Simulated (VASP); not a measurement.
# As (Pm-3m) in VASP: a series of runs

Runs on As. Level: PBEsol. Tasks: single point.

Program: VASP 6.6.1. These are calculated values, not measurements. Logs are shortened: lines on timing, memory, paths and dates and some standing lists are left out, and cuts for length are marked.

## Step 1: Starting point

The structure is cubic, space group Pm-3m (No. 221). Conventional cell: a = 2.704 Å, b = 2.704 Å, c = 2.704 Å, α = 90.00°, β = 90.00°, γ = 90.00°. Around As (site symmetry m-3m) lie 6 As at 2.70 Å.

This isn't the form of As at room conditions, which is rhombohedral.

## Step 2: Single point, PBEsol

Input file INCAR:

```
PREC = Accurate ; ENCUT = 500
EDIFF = 1E-6 ; ISMEAR = 0
SIGMA = 0.05 ; LREAL = Auto
LASPH = True ; NELM = 100
ALGO = Normal ; ISIF = 2
LWAVE = False ; LCHARG = False
GGA = PS ; ADDGRID = False
```

Input file KPOINTS:

```
regular mesh
0
Gamma
  7 7 7
```

Input file POSCAR:

```
As
1.0
    2.7036817444      0.0000000000      0.0000000000
    0.0000000000      2.7036817444      0.0000000000
    0.0000000000      0.0000000000      2.7036817444
As
1
Direct
    0.5000000000      0.5000000000      0.5000000000
```

Potentials or basis: VASP PAW PBE potentials, release 64 (As).

Started as:

```bash
cat potpaw_PBE.64/As/POTCAR > POTCAR
mpirun -np 1 vasp_std > vasp.out
```

OUTCAR:

```text
PREC = Accurate
   ENCUT = 500
   EDIFF = 1E-6
   ISMEAR = 0
   LREAL = Auto
   LASPH = True
   NELM = 100
   ISIF = 2
   GGA = PS

 Found     20 irreducible k-points:

 Following reciprocal coordinates:
            Coordinates               Weight
  0.000000  0.000000  0.000000      1.000000
  0.142857  0.000000  0.000000      6.000000
  0.285714  0.000000  0.000000      6.000000
  0.428571  0.000000  0.000000      6.000000
  0.142857  0.142857  0.000000     12.000000
  0.285714  0.142857  0.000000     24.000000
   k-points           NKPTS =     20   k-points in BZ     NKDIM =     20   number of bands    NBANDS=      6
   number of dos      NEDOS =    301   number of ions     NIONS =      1
   total plane-waves  NPLWV =   8000
   dimension x,y,z NGX =    20 NGY =   20 NGZ =   20
   dimension x,y,z NGXF=    40 NGYF=   40 NGZF=   40
   ions per type =               1
   NGX,Y,Z   is equivalent  to a cutoff of  12.30, 12.30, 12.30 a.u.
   NGXF,Y,Z  is equivalent  to a cutoff of  24.60, 24.60, 24.60 a.u.
 SYSTEM =  unknown system
   PREC   = accura    normal or accurate (medium, high low for compatibility)
   ISTART =      0    job   : 0-new  1-cont  2-samecut
   ICHARG =      2    charge: 1-file 2-atom 10-const
   ISPIN  =      1    spin polarized calculation?
   LNONCOLLINEAR =      F non collinear calculations
   LSORBIT =      F    spin-orbit coupling
   LASPH  =      T    aspherical Exc in radial PAW
   ENCUT  =  500.0 eV  36.75 Ry    6.06 a.u.   4.93  4.93  4.93*2*pi/ulx,y,z
   NELM   =    100;   NELMIN=  2; NELMDL= -5     # of ELM steps
   EDIFF  = 0.1E-05   stopping-criterion for ELM
   LREAL  =      T    real-space projection
   EDIFFG = 0.1E-04   stopping-criterion for IOM
   NSW    =      0    number of steps for IOM
   IBRION =     -1    ionic relax: 0-MD 1-quasi-New 2-CG
   NFREE  =      0    steps in history (QN), initial steepest desc. (CG)
   ISIF   =      2    stress and relaxation
   ISYM   =      2    0-nonsym 1-usesym 2-fastsym
   POTIM  = 0.5000    time-step for ionic-motion
   TEBEG  =    0.0;   TEEND  =   0.0 temperature during run
   PSTRESS=    0.0 pullay stress
   NELECT =       5.0000    total number of electrons
   NUPDOWN=      -1.0000    fix difference up-down
   EMIN   =  10.00;   EMAX   =-10.00  energy-range for DOS
   EFERMI =   0.00;   METHOD = LEGACY
   ISMEAR =     0;   SIGMA  =   0.05  broadening in eV -4-tet -1-fermi 0-gaus
   EFERMI_NEDOS =   21; number of points for ismear=-14 and -15
   IALGO  =     38    algorithm
   IMIX   =      4    mixing-type and parameters
     AMIX     =   0.40;   BMIX     =  1.00
     AMIX_MAG =   1.60;   BMIX_MAG =  1.00
  volume/ion in A,a.u.               =      19.76       133.37
  Fermi-wavevector in a.u.,A,eV,Ry     =   1.035403  1.956627 14.586243  1.072059
  Thomas-Fermi vector in A             =   2.169744
   LORBIT       =      0    0 simple, 1 ext, 2 COOP (PROOUT), +10 PAW based schemes
   GGA     = PS    functional components
   LHFCALC =     F    Hartree Fock is set to
   AEXX    =    0.0000 exact exchange contribution
   IVDW    =     0    specifies the selected vdW correction
   LEPSILON=     F    determine dielectric tensor
   LRPA    =     F    only Hartree local field effects (RPA)
 non-spin polarized calculation
 Gauss-broadening in eV      SIGMA  =   0.05
  energy-cutoff  :      500.00
  volume of cell :       19.76
 maximum number of plane-waves:       512
 NGX is ok and might be reduce to    20
   NGX =  9   NGY =  9   NGZ =  9

 number of electron       5.0000001 magnetization

 Free energy of the ion-electron system (eV)
  ---------------------------------------------------
  ext. energy  EPLUGINS =         0.00000000
  ---------------------------------------------------
  free energy    TOTEN  =        -5.06798284 eV

  energy without entropy =       -5.06634414  energy(sigma->0) =       -5.06716349

 E-fermi :   5.7157     XC(G=0): -10.5558

 val. band max:        5.2618011390   @ k =   0.4286   0.2857   0.1429
 cond. band min:       5.7372485911   @ k =   0.4286   0.2857   0.2857
 fundamental gap:      0.4754474522
 Fermi energy:         5.7156699272

 k-point     1 :       0.0000    0.0000    0.0000
  band No.  band energies     occupation
      1      -9.1811      2.00000
      2       9.9586      0.00000
      3       9.9586      0.00000
      4       9.9586      0.00000
      5      14.3133      0.00000
      6      14.3133      0.00000

 k-point     2 :       0.1429    0.0000    0.0000
  band No.  band energies     occupation
      1      -8.8065      2.00000
      2       6.5833      0.00000
      3      10.2858      0.00000
      4      10.2858      0.00000
      5      14.6490      0.00000
      6      15.8393      0.00000

 k-point     3 :       0.2857    0.0000    0.0000
  band No.  band energies     occupation
      1      -7.7349      2.00000
      2       2.3922      2.00000
      3      11.1584      0.00000
      4      11.1584      0.00000
      5      15.5964      0.00000
      6      17.0674      0.00000

 k-point     4 :       0.4286    0.0000    0.0000
  band No.  band energies     occupation
      1      -6.3398      2.00000
      2      -0.6376      2.00000
      3      12.0948      0.00000
      4      12.0948      0.00000
      5      16.7738      0.00000
      6      18.9191      0.00000

 k-point     5 :       0.1429    0.1429    0.0000
  band No.  band energies     occupation
      1      -8.4320      2.00000
      2       6.7218      0.00000
      3       7.1563      0.00000
      4      10.6121      0.00000
      5      15.5668      0.00000
      6      18.9469      0.00000

 k-point     6 :       0.2857    0.1429    0.0000
  band No.  band energies     occupation
      1      -7.3601      2.00000
      2       2.7424      2.00000
      3       7.9130      0.00000
      4      11.4812      0.00000
      5      16.5492      0.00000
      6      18.3867      0.00000

 [... further k-points ...]
[... 5 lines left out ...]
  --------------------------------------------------------------------------------------
  -------------------------------------------------------------------------------------
  Total       -0.1206338     -0.1206338     -0.1206338      0.0000000      0.0000000      0.0000000
  in kB       -9.7794178     -9.7794178     -9.7794178      0.0000000      0.0000000      0.0000000
  external PRESSURE =      -9.7794178 kB  Pullay stress =       0.0000000 kB

 VOLUME and BASIS-vectors are now :
 -----------------------------------------------------------------------------
  energy-cutoff  :      500.00
  volume of cell :       19.76
      direct lattice vectors                 reciprocal lattice vectors
     2.703681744  0.000000000  0.000000000     0.369866018  0.000000000  0.000000000
     0.000000000  2.703681744  0.000000000     0.000000000  0.369866018  0.000000000
     0.000000000  0.000000000  2.703681744     0.000000000  0.000000000  0.369866018

 POSITION                                       TOTAL-FORCE (eV/Angst)
 -----------------------------------------------------------------------------------
      1.35184      1.35184      1.35184         0.000000      0.000000      0.000000
 -----------------------------------------------------------------------------------
    total drift:                                0.000000      0.000000      0.000000

  FREE ENERGIE OF THE ION-ELECTRON SYSTEM (eV)
  ---------------------------------------------------
  free  energy   TOTEN  =        -5.0679828392 eV

  energy  without entropy=       -5.0663441421  energy(sigma->0) =       -5.06716349
```

It used 3.9 s of CPU time on 1 thread of AMD EPYC 7R13 Processor (Zen 3), on a shared host, which was overloaded at the time.

The run converged, but some of its settings lie outside the range that counts as converged, so its numbers aren't taken as properties of the crystal.

What came out:

```yaml
Free_energy: -5.0680 eV
Pressure: -1.0 GPa
Band_gap_on_the_k_mesh: none (metal or under the smearing width)
```

Caveat: the PAW data sets were made with another functional, which shifts forces and pressure a little.

## Step 3: Single point, PBEsol

Input file INCAR:

```
PREC = Accurate ; ENCUT = 500
EDIFF = 1E-4 ; ISMEAR = 0
SIGMA = 0.05 ; LREAL = False
LASPH = True ; NELM = 100
ALGO = Normal ; ISIF = 2
LWAVE = False ; LCHARG = False
GGA = PS ; ADDGRID = False
```

KPOINTS is that of step 2.

POSCAR is that of step 2.

Potentials or basis: VASP PAW PBE potentials, release 64 (As).

Started as:

```bash
cat potpaw_PBE.64/As/POTCAR > POTCAR
mpirun -np 1 vasp_std > vasp.out
```

OUTCAR:

```text
PREC = Accurate
   ENCUT = 500
   EDIFF = 1E-4
   ISMEAR = 0
   LREAL = False
   LASPH = True
   NELM = 100
   ISIF = 2
   GGA = PS

 Found     20 irreducible k-points:

 Following reciprocal coordinates:
            Coordinates               Weight
  0.000000  0.000000  0.000000      1.000000
  0.142857  0.000000  0.000000      6.000000
  0.285714  0.000000  0.000000      6.000000
  0.428571  0.000000  0.000000      6.000000
  0.142857  0.142857  0.000000     12.000000
  0.285714  0.142857  0.000000     24.000000
   k-points           NKPTS =     20   k-points in BZ     NKDIM =     20   number of bands    NBANDS=      6
   number of dos      NEDOS =    301   number of ions     NIONS =      1
   total plane-waves  NPLWV =   8000
   dimension x,y,z NGX =    20 NGY =   20 NGZ =   20
   dimension x,y,z NGXF=    40 NGYF=   40 NGZF=   40
   ions per type =               1
   NGX,Y,Z   is equivalent  to a cutoff of  12.30, 12.30, 12.30 a.u.
   NGXF,Y,Z  is equivalent  to a cutoff of  24.60, 24.60, 24.60 a.u.
 SYSTEM =  unknown system
   PREC   = accura    normal or accurate (medium, high low for compatibility)
   ISTART =      0    job   : 0-new  1-cont  2-samecut
   ICHARG =      2    charge: 1-file 2-atom 10-const
   ISPIN  =      1    spin polarized calculation?
   LNONCOLLINEAR =      F non collinear calculations
   LSORBIT =      F    spin-orbit coupling
   LASPH  =      T    aspherical Exc in radial PAW
   ENCUT  =  500.0 eV  36.75 Ry    6.06 a.u.   4.93  4.93  4.93*2*pi/ulx,y,z
[... 50 lines left out ...]

 E-fermi :   5.7153     XC(G=0): -10.5562

 val. band max:        5.2614094548   @ k =   0.4286   0.2857   0.1429
 cond. band min:       5.7368448541   @ k =   0.4286   0.2857   0.2857
 fundamental gap:      0.4754353994
 Fermi energy:         5.7152661644

 k-point     1 :       0.0000    0.0000    0.0000
  band No.  band energies     occupation
      1      -9.1812      2.00000
      2       9.9582      0.00000
      3       9.9582      0.00000
      4       9.9582      0.00000
      5      14.3130      0.00000
      6      14.3130      0.00000
[... 37 lines left out ...]
 k-point     6 :       0.2857    0.1429    0.0000
  band No.  band energies     occupation
      1      -7.3603      2.00000
      2       2.7421      2.00000
      3       7.9125      0.00000
      4      11.4807      0.00000
      5      16.5485      0.00000
      6      18.3862      0.00000

 [... further k-points ...]
[... 5 lines left out ...]
  --------------------------------------------------------------------------------------
  -------------------------------------------------------------------------------------
  Total       -0.1140423     -0.1140423     -0.1140423      0.0000000     -0.0000000     -0.0000000
  in kB       -9.2450661     -9.2450661     -9.2450661      0.0000000     -0.0000000     -0.0000000
  external PRESSURE =      -9.2450661 kB  Pullay stress =       0.0000000 kB

 VOLUME and BASIS-vectors are now :
 -----------------------------------------------------------------------------
  energy-cutoff  :      500.00
  volume of cell :       19.76
      direct lattice vectors                 reciprocal lattice vectors
     2.703681744  0.000000000  0.000000000     0.369866018  0.000000000  0.000000000
     0.000000000  2.703681744  0.000000000     0.000000000  0.369866018  0.000000000
     0.000000000  0.000000000  2.703681744     0.000000000  0.000000000  0.369866018

 POSITION                                       TOTAL-FORCE (eV/Angst)
 -----------------------------------------------------------------------------------
      1.35184      1.35184      1.35184         0.000000      0.000000      0.000000
 -----------------------------------------------------------------------------------
    total drift:                                0.000000      0.000000      0.000000

  FREE ENERGIE OF THE ION-ELECTRON SYSTEM (eV)
  ---------------------------------------------------
  free  energy   TOTEN  =        -5.0675584681 eV

  energy  without entropy=       -5.0659197670  energy(sigma->0) =       -5.06673912
```

It used 2.6 s of CPU time on 1 thread of AMD EPYC 7R13 Processor (Zen 3), with other jobs on the host, which was overloaded at the time.

These settings aren't checked as converged: the numbers below hold their error.

What came out:

```
Free energy            : -5.0676 eV
Pressure               : -0.9 GPa
Band gap on the k mesh : none (metal or under the smearing width)
```

Caveat: the PAW data sets were made with another functional, which shifts forces and pressure a little.
